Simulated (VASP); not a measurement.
# HfS2: relaxation of shape and atoms at fixed volume with PBE

Crystal: HfS2.

```xyz
3
Lattice="3.6887 0.0000 0.0000 -1.8444 3.1945 0.0000 0.0000 0.0000 6.4696" Properties=species:S:1:pos:R:3 pbc="T T T"
Hf    0.0000    0.0000    0.0000
S     1.8444    1.0648    5.0101
S     0.0000    2.1297    1.4595
```

The cell is a database's computed one.

The cell isn't the ideal one: a relaxed cell with its volume scaled by 1.04.

| Property | Result |
| --- | --- |
| Program | VASP 6.6.1 |
| Task | relaxation of shape and atoms at fixed volume |
| Functional | PBE |
| Potentials or basis | VASP PAW PBE potentials, release 64 (Hf, S) |
| Cutoff | 300 eV |
| k mesh | 5 × 5 × 3 |
| Occupations | gaussian, width 0.03 eV |
| Spin | no spin polarisation |
| Further INCAR settings | ALGO = Fast; EDIFF = 1e-07; IBRION = 2; EDIFFG = -0.01; NSW = 40; ISIF = 4 |

| Property | Result |
| --- | --- |
| Energy gained by relaxing | 9.9 meV/atom |
| Ionic steps | 7 |
| Pressure after relaxing | -0.2 GPa |
| Largest force after relaxing | 0.005 eV/Å |
| Band gap on the k mesh | 1.30 eV, indirect (least direct gap 2.04 eV) |

Forces in eV/Å, atoms in the order of the input:
```
Hf   0.000  0.000  0.000
S    0.000  0.000  0.005
S    0.000  0.000 -0.005
```

Step by step:
```tsv
step	energy change (eV)	largest force (eV/Å)	pressure (GPa)
1	0.0000	0.4632	-3.32
2	-0.0172	0.2353	-2.17
3	-0.0247	0.0312	-0.81
4	-0.0286	0.0040	-0.52
5	-0.0295	0.0188	-0.29
6	-0.0295	0.0168	-0.30
7	-0.0296	0.0046	-0.24
```

Final structure:
```xyz
3
Lattice="3.6461 0.0000 0.0000 -1.8231 3.1576 0.0000 0.0000 0.0000 6.6217" Properties=species:S:1:pos:R:3 pbc="T T T"
Hf    0.0000    0.0000    6.6217
S     1.8231    1.0525    5.1822
S     0.0000    2.1051    1.4395
```

Levels at points of the mesh, in eV from the valence-band top:
```tsv
k point	band 6	band 7	band 8	band 9	band 10	band 11
(0.00, 0.00, 0.00)	-0.38	0.00	0.00	2.04	2.04	2.68
```

Run time: 24 s on 1 thread of Intel(R) Xeon(R) Platinum 8488C (Sapphire Rapids) (shared host), peak memory 0.15 GiB.

Caveat: the cutoff is under 1.25 times the usual one of these potentials, so pressure, stress and relaxed cells hold a basis-set (Pulay) error; spin-orbit coupling is left out, which moves the levels of the heavy elements; an odd mesh through Γ misses points on the zone boundary, where band edges often lie; this functional lacks dispersion, which binds the layers, so the pressure and a relaxed spacing across them are unreliable.
